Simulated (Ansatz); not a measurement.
## Tetragonal AgI monolayer in a perpendicular field

Aim: how the tetragonal AgI monolayer screens a field along its normal, and what the field does to its bands. A positive field points along +c.

Calculated with Ansatz 0.2.0; plane-wave DFT, PBE-D3(BJ), Ansatz PAW (set soft_1); PAW set soft_1.

Report form: the programs' logs are mostly left out.

## (1) Starting point

The cell holds 4 atoms: 2 I and 2 Ag. Its edges and angles: a = 4.600 Å, b = 4.600 Å, c = 37.555 Å, α = 90.0°, β = 90.0°, γ = 90.0°. Vacuum lies along c.

## (2) Relaxing the slab

The starting cell is a guess, so the in-plane lattice and the atoms are relaxed first, with the slab cut off from its images along the normal.

input.yaml reads:

```yaml
crystal:
  lattice:
    - [4.6, 0.0, 0.0]
    - [0.0, 4.6, 0.0]
    - [0.0, 0.0, 37.5547234889]
  atoms:
    - { symbol: I, position: [0.5, 0.0, 0.4566669225] }
    - { symbol: Ag, position: [0.0, 0.0, 0.5] }
    - { symbol: Ag, position: [0.5, 0.5, 0.5] }
    - { symbol: I, position: [0.0, 0.5, 0.5433330775] }
  periodic: [true, true, false]
kpoints:
  mp_grid: { grid: [8, 8, 1] }
hamiltonian:
  xc: pbe
  dispersion: d3bj
  pseudopotentials: { kind: paw, azcp: { folder: soft_1 } }
scf:
  occupations: { method: fermi_dirac, width: 0.05 }
  convergence: { dr2_threshold: 1.0e-09 }
relax:
  f_tol: 0.004
  max_steps: 90
  cell: {}
output:
  write_potential: true
  write_density: true
  volumetric_format: npy
```

The run is started by

```
ansatz run input.yaml --threads 2 --pin off --max-ram 3072MiB --backend cpu --events-out ev --progress --plain --runs-dir out
```

Run time: 1.9 min. Hardware: 2 threads of Arm Neoverse V2, shared host; peak memory 1.1 GiB; 3.8 min of CPU time.

Relaxation path:

| step | energy less that of the first step (eV) | largest force component (eV/Å) | volume (Å³) |
| --- | --- | --- | --- |
| 1 | 0.0000 | 0.8302 | 794.66 |
| 2 | -0.1111 | 0.2155 | 793.88 |
| 3 | -0.1412 | 0.0380 | 778.77 |
| 4 | -0.1809 | 0.1820 | 733.68 |
| 5 | -0.1971 | 0.0348 | 711.16 |
| 6 | -0.1982 | 0.0100 | 706.31 |
| 7 | -0.1985 | 0.0006 | 702.89 |
| 8* | -0.1952 | 0.0015 | 702.89 |

Relaxation steps marked * repeat the geometry before them on a plane-wave basis chosen anew for their cell, so energy and pressure can jump there.

Forces are held to the 16 operations that the run works with; a distortion that breaks them can't arise in this run.

| cell as run | before | after | change |
| --- | --- | --- | --- |
| a (Å) | 4.600 | 4.326 | -6.0 % |
| b (Å) | 4.600 | 4.326 | -6.0 % |

The atoms that moved most (Å, along periodic axes as changes of fractional coordinates times the final cell, across vacuum about the mean position):

| atom | dx | dy | dz | length |
| --- | --- | --- | --- | --- |
| I1 | 0.000 | 0.000 | -0.303 | 0.303 |
| I4 | 0.000 | 0.000 | 0.303 | 0.303 |

The relaxed structure:

```xyz
4
Lattice="4.3263 0.0000 0.0000 0.0000 4.3263 0.0000 0.0000 0.0000 37.5547" Properties=species:S:1:pos:R:3
I     2.1631    0.0000   16.8465
Ag    0.0000    0.0000   18.7774
Ag    2.1631    2.1631   18.7774
I     0.0000    2.1631   20.7082
```

This step gave:

```yaml
gap_on_the_k_mesh: 2.065 eV
```

The lattice constant a goes from 4.600 to 4.326 Å.

## (3) Atoms held, field 0

A sawtooth potential applies the field, turning back in the middle of the vacuum. With the dipole correction the typed value is the field outside the slab. The induced dipole is small, so the SCF threshold is tight.

The cell differs from the one that the last finished run ended in (c 37.555 → 21.862 Å).

input.yaml reads:

```yaml
crystal:
  lattice:
    - [4.3262605358, 0.0, 0.0]
    - [0.0, 4.3262605358, 0.0]
    - [0.0, 0.0, 21.8616599458]
  atoms:
    - { symbol: I, position: [0.5, 0.0, 0.4116796264] }
    - { symbol: Ag, position: [0.0, 0.0, 0.5] }
    - { symbol: Ag, position: [0.5, 0.5, 0.5] }
    - { symbol: I, position: [0.0, 0.5, 0.5883203736] }
kpoints:
  mp_grid: { grid: [10, 10, 1] }
  band_path:
    path: [[0, 0, 0], [0.5, 0, 0], [0.5, 0.5, 0], [0, 0, 0]]
    npoints: 16
hamiltonian:
  xc: pbe
  dispersion: d3bj
  pseudopotentials: { kind: paw, azcp: { folder: soft_1 } }
scf:
  occupations: { method: fermi_dirac, width: 0.02585 }
  convergence: { dr2_threshold: 1.0e-10 }
efield:
  axis: 3
  dipole_correction: true
  ramp_position: 0.97
  ramp_width: 0.06
  amplitude: 0
output:
  dos: { projected: true, e_range: [-6, 5] }
  write_potential: true
  write_density: true
  volumetric_format: npy
  elf: true
```

Run time: 40 s. Hardware: 2 threads; peak memory 0.89 GiB; 79 s of CPU time.

Numbers from this step:

- dipole along the normal: -8.45e-8 e·Å
- gap along the path: 2.065 eV
- smallest direct gap along the path: 2.065 eV
- ionisation energy, upper face: 5.624 eV
- electron affinity, upper face: 3.559 eV
- gap, the smaller of path and mesh: 2.065 eV

Running mean over a fixed 2.8 Å (it still follows the layers) of the planar mean; the ramp of the sawtooth is left out. Table of electron's electrostatic potential energy less the Fermi level by z:

z (Å), electron's electrostatic potential energy less the Fermi level (eV) and a bar from the least value:
```
      3.0       4.57 ##############################
      3.5       4.57 ##############################
      4.0       4.57 ##############################
      4.5       4.57 ##############################
      5.0       4.56 ##############################
      5.5       4.56 ##############################
      6.0       4.52 ##############################
      6.5       4.38 #############################
      7.0       3.73 ###########################
      7.5       2.39 #######################
      8.0       0.96 ##################
      8.5      -0.32 ##############
      9.0      -1.59 ##########
      9.5      -3.35 ####
     10.0      -4.40 #
     10.5      -4.49 
     11.0      -4.28 #
     11.5      -4.57 
     12.0      -4.20 #
     12.5      -2.89 ######
     13.0      -1.15 ###########
     13.5      -0.01 ###############
     14.0       1.36 ###################
     14.5       2.78 ########################
     15.0       4.00 ############################
     15.5       4.44 ##############################
     16.0       4.54 ##############################
     16.5       4.56 ##############################
     17.0       4.56 ##############################
     17.5       4.57 ##############################
     18.0       4.57 ##############################
     18.5       4.57 ##############################
```

The density of states has structure finer than the step of the table below, so its rows give means over 0.25 eV, whole bins alone (the curve runs from -6 to 2.99 eV). Peaks (eV: height): -5.150: 15.6, -4.840: 19.3, -4.480: 31.4, -4.370: 24.3, -4.100: 14.2, -3.820: 17.1, -2.000: 16.4.

The density of states by energy, zero at the Fermi level of the run, which the smearing sets inside the gap; means over each step:

energy (eV), density of states (states/eV a cell) and a bar:
```
    -5.75        0.4 #
    -5.50        4.1 #########
    -5.25       10.6 #########################
    -5.00       12.9 ##############################
    -4.75        8.8 #####################
    -4.50       11.8 ###########################
    -4.25       11.5 ###########################
    -4.00       11.5 ###########################
    -3.75       11.5 ###########################
    -3.50        5.0 ############
    -3.25        4.2 ##########
    -3.00        1.3 ###
    -2.75        2.0 #####
    -2.50        2.7 ######
    -2.25        5.9 ##############
    -2.00       10.3 ########################
    -1.75        4.6 ###########
    -1.50        3.7 #########
    -1.25        3.3 ########
    -1.00        0.5 #
    -0.75        0.0 
    -0.50        0.0 
    -0.25        0.0 
     0.00        0.0 
     0.25        0.0 
     0.50        0.0 
     0.75        0.0 
     1.00        0.1 
     1.25        0.5 #
     1.50        0.6 #
     1.75        1.0 ##
     2.00        2.5 ######
     2.25        2.9 #######
     2.50        2.9 #######
     2.75        3.0 #######
```

Projected DOS per atom over height of the atomic layer and energy from the Fermi level. Layers: I Ag2 I from below.

Ten even steps from '_' (0.00 states/eV) to '@' (5.04 states/eV), each cell a mean:
```
__..__
__..__
__..__
______
______
______
______
______
______
______
::__::
--..--
++::++
..__..
______
..::..
__@@__
..@@..
::##::
--@@--
..==..
______
```
Columns: height of the atomic layer (Å) from 9 to 12.9; rows upwards: energy from the Fermi level (eV) from -5.96 to 2.95.

The electronic bands at the labelled points (eV, zero at the Fermi level of the run, which the smearing sets inside the gap):

| point | band 33 | band 34 | band 35 | band 36 | band 37 | band 38 | band 39 | band 40 |
| --- | --- | --- | --- | --- | --- | --- | --- | --- |
| Γ | -2.23 | -2.13 | -1.06 | -1.06 | 1.01 | 3.14 | 3.72 | 4.29 |
| halfway | -1.96 | -1.80 | -1.75 | -1.10 | 1.66 | 2.61 | 4.09 | 4.62 |
| X | -1.99 | -1.99 | -1.32 | -1.32 | 2.00 | 2.00 | 4.84 | 4.84 |
| halfway | -2.45 | -2.45 | -1.85 | -1.85 | 2.50 | 2.50 | 3.95 | 3.95 |
| M | -2.78 | -2.78 | -2.40 | -2.40 | 2.90 | 2.90 | 2.98 | 2.98 |
| halfway | -2.31 | -2.04 | -1.96 | -1.61 | 2.22 | 3.18 | 3.37 | 4.63 |
| Γ | -2.23 | -2.13 | -1.06 | -1.06 | 1.01 | 3.14 | 3.72 | 4.29 |

ELF in the ca plane at fractional y = 0.000, with atoms of I and Ag within 0.2 Å of it. It is the smooth field of the valence electrons, not physical close to the nuclei.

Values, 6 rows by 16 columns, each cell a mean:
```
0.00 0.00 0.00 0.00 0.01 0.08 0.29 0.29 0.34 0.49 0.15 0.03 0.01 0.00 0.00 0.00
0.00 0.00 0.00 0.00 0.05 0.41 0.72 0.61 0.31 0.20 0.08 0.02 0.00 0.00 0.00 0.00
0.00 0.00 0.00 0.00 0.08 0.56 0.57 0.35 0.48 0.10 0.02 0.00 0.00 0.00 0.00 0.00
0.00 0.00 0.00 0.00 0.08 0.54 0.61 0.37 0.46 0.10 0.03 0.01 0.00 0.00 0.00 0.00
0.00 0.00 0.00 0.00 0.03 0.33 0.69 0.61 0.27 0.27 0.10 0.02 0.01 0.00 0.00 0.00
0.00 0.00 0.00 0.00 0.00 0.03 0.14 0.17 0.40 0.57 0.16 0.04 0.01 0.00 0.00 0.00
```
Columns run along c (16.0 Å, from fractional 0.09 to 0.82 of the cell), rows up along a (4.3 Å). Atoms in or near the plane, at fractional coordinates: I at (0.41, 0.50), Ag at (0.50, 0.00).

Valence density in the ca plane at fractional y = 0.000, with atoms of I and Ag within 0.2 Å of it. It is the smooth field of the valence electrons, not physical close to the nuclei.

Ten steps, logarithmic in the rise over the least value, from '0' (0 e/Å³) to '9' (20 e/Å³), each cell a mean:
```
00000000000000000000013689741000000000000000
00000000000000000001112356521000000000000000
00000000000000000122222122110000000000000000
00000000000000001235532110000000000000000000
00000000000000001368863110000000000000000000
00000000000000001379873210000000000000000000
00000000000000001357752110000000000000000000
00000000000000001123332111100000000000000000
00000000000000000011211234310000000000000000
00000000000000000000112578631000000000000000
00000000000000000000013699851000000000000000
```
Columns run along c (16.0 Å, from fractional 0.09 to 0.82 of the cell), rows up along a (4.3 Å). Atoms in or near the plane, at fractional coordinates: I at (0.41, 0.50), Ag at (0.50, 0.00).

Electrostatic potential energy in the ca plane at fractional y = 0.000, with atoms of I and Ag within 0.2 Å of it. With pseudopotentials it is smooth inside the atoms' cores, unlike the true potential.

Ten even steps from '0' (-30 eV) to '9' (4 eV), each cell a mean:
```
99999999999999999999986123038999999999999999
99999999999999999999887410268999999999999999
99999999999999999875578876789999999999999999
99999999999999998600015889999999999999999999
99999999999999998204402799999999999999999999
99999999999999997107701799999999999999999999
99999999999999998401004899999999999999999999
99999999999999999741147888899999999999999999
99999999999999999988888643589999999999999999
99999999999999999999987200048999999999999999
99999999999999999999985047127999999999999999
```
Columns run along c (16.0 Å, from fractional 0.09 to 0.82 of the cell; values clipped at the 3rd and 97th percentile), rows up along a (4.3 Å). Atoms in or near the plane, at fractional coordinates: I at (0.41, 0.50), Ag at (0.50, 0.00).

The gap is 2.07 eV, with the valence edge 5.62 eV and the conduction edge 3.56 eV under the upper vacuum level. Spin-orbit coupling, left out in this run, matters for the bands of elements this heavy.

## (4) Atoms held, field 0.1 V/Å

input.yaml: that of step 3 with these lines changed.

```diff
@@ -25,7 +25,6 @@
   dipole_correction: true
-  ramp_position: 0.97
-  ramp_width: 0.06
-  amplitude: 0
+  ramp_position: 0.9584
+  ramp_width: 0.0833
+  amplitude: 0.1
 output:
-  dos: { projected: true, e_range: [-6, 5] }
   write_potential: true
@@ -33,2 +32 @@
   volumetric_format: npy
-  elf: true
```

It took 37 s on 2 threads; peak memory 0.76 GiB; 73 s of CPU time.

The dipole is 0.0588 e·Å, and the gap 2.064 eV.

## (5) Atoms held, field -0.1 V/Å

input.yaml: that of step 4 with these lines changed.

```diff
@@ -27,3 +27,3 @@
   ramp_width: 0.0833
-  amplitude: 0.1
+  amplitude: -0.1
 output:
```

The job ended after 35 s (2 threads; peak memory 0.76 GiB; 70 s of CPU time).

The dipole is -0.0588 e·Å, and the gap 2.064 eV.

## (6) Response, atoms held

This step: plane-wave DFT, PBE-D3(BJ), Ansatz PAW (set soft_1); response to a field along the normal, atoms held; PAW set soft_1 (Ansatz 0.2.0).

The dipoles give the slope, and the difference of two potentials shows where the field is screened.

This step gave:

```
equivalent conductor thickness p/(ε₀AE) : 5.680 Å
distance between the outer atoms        : 3.862 Å
```

Table of dipole of the cell by applied field:

| applied field (V/Å) | dipole of the cell (e·Å) |
| --- | --- |
| -0.1000 | -0.0588 |
| 0.0000 | -8.5e-8 |
| 0.1000 | 0.0588 |

Local field over the applied field, running mean. From the potentials at -0.1 and 0.1 V/Å; running mean over 2.5 Å. Local field over applied field against z:

| z (Å) | local field over applied field |
| --- | --- |
| 4.5 | 0.999 |
| 5.0 | 0.996 |
| 5.5 | 0.987 |
| 6.0 | 0.963 |
| 6.5 | 0.906 |
| 7.0 | 0.797 |
| 7.5 | 0.644 |
| 8.0 | 0.477 |
| 8.5 | 0.319 |
| 9.0 | 0.198 |
| 9.5 | 0.133 |
| 10.0 | 0.112 |
| 10.5 | 0.112 |
| 11.0 | 0.114 |
| 11.5 | 0.111 |
| 12.0 | 0.115 |
| 12.5 | 0.145 |
| 13.0 | 0.226 |
| 13.5 | 0.360 |
| 14.0 | 0.523 |
| 14.5 | 0.689 |
| 15.0 | 0.832 |
| 15.5 | 0.926 |
| 16.0 | 0.972 |
| 16.5 | 0.990 |
| 17.0 | 0.997 |
| 17.5 | 0.999 |

Electrons, planar mean, per unit field. The induced electron density by z:

| z (Å) | induced electron density (e/Å³ per V/Å) |
| --- | --- |
| 4.5 | 5.9e-6 |
| 5.0 | 1.9e-5 |
| 5.5 | 5.9e-5 |
| 6.0 | 1.7e-4 |
| 6.5 | 4.8e-4 |
| 7.0 | 0.00120 |
| 7.5 | 0.00253 |
| 8.0 | 0.00325 |
| 8.5 | 0.00168 |
| 9.0 | 6.0e-4 |
| 9.5 | 2.3e-5 |
| 10.0 | -3.4e-4 |
| 10.5 | 8.5e-5 |
| 11.0 | 3.6e-5 |
| 11.5 | -6.3e-5 |
| 12.0 | 3.1e-4 |
| 12.5 | -8.5e-5 |
| 13.0 | -9.3e-4 |
| 13.5 | -0.00210 |
| 14.0 | -0.00330 |
| 14.5 | -0.00213 |
| 15.0 | -9.4e-4 |
| 15.5 | -3.6e-4 |
| 16.0 | -1.3e-4 |
| 16.5 | -4.3e-5 |
| 17.0 | -1.4e-5 |
| 17.5 | -4.2e-6 |

The smaller of the gaps on the path and on the k-mesh, counted as 0 under 0.03 eV. The gap stays at 2.06 eV for applied field from -0.1 to 0.1 V/Å.

By hand: between -0.1 and 0.1 V/Å the dipole changes by 0.1175 e·Å, a slope of 0.5875 e·Å²/V. A perfect conductor of thickness t has p = ε₀AEt, so t = 180.95 × 0.5875 / 18.717 = 5.68 Å (e/ε₀ = 180.95 V·Å, A in Å²).

The induced dipole is that of a conductor 5.68 Å thick.

## (7) Summary of results

```yaml
gap_without_field: 2.07 eV
ionisation_energy_upper_face: 5.62 eV
electron_affinity_upper_face: 3.56 eV
equivalent_conductor_thickness_atoms_held: 5.68 Å
```

What this shows: The induced dipole equals that of a perfect conductor 5.68 Å thick, while the outer atoms lie 3.86 Å apart; an out-of-plane ε follows only once a thickness t is chosen, by 1 − 1/ε = 5.68 Å / t. The gap stays within 0.01 eV of 2.07 eV over the fields run, up to 0.1 V/Å in size. Semilocal functionals give gaps that are too small, and excitons are not included. Spin-orbit coupling is left out, which matters for the bands of elements this heavy.

[Logs are printed without paths, hosts, clocks, repeated set-up lines and the standing remarks that a program may print on its own settings, such as how far it seeks lower states.]

[Hosts, paths, dates, database ids (printed as entryN), source tags and the programs' standing remarks are cut or masked in the printed files.]

[Maps of the electrostatic potential energy from Ansatz leave out the sawtooth potential of an applied field or a dipole correction, so their vacuum need not be flat; planar profiles and work functions include it.]

[The density of states shown here was stored with 400 of the rows of the run's finer table, so its peaks can read low, often by over a quarter, or be missed, and its means over a window can be off by a tenth or more.]
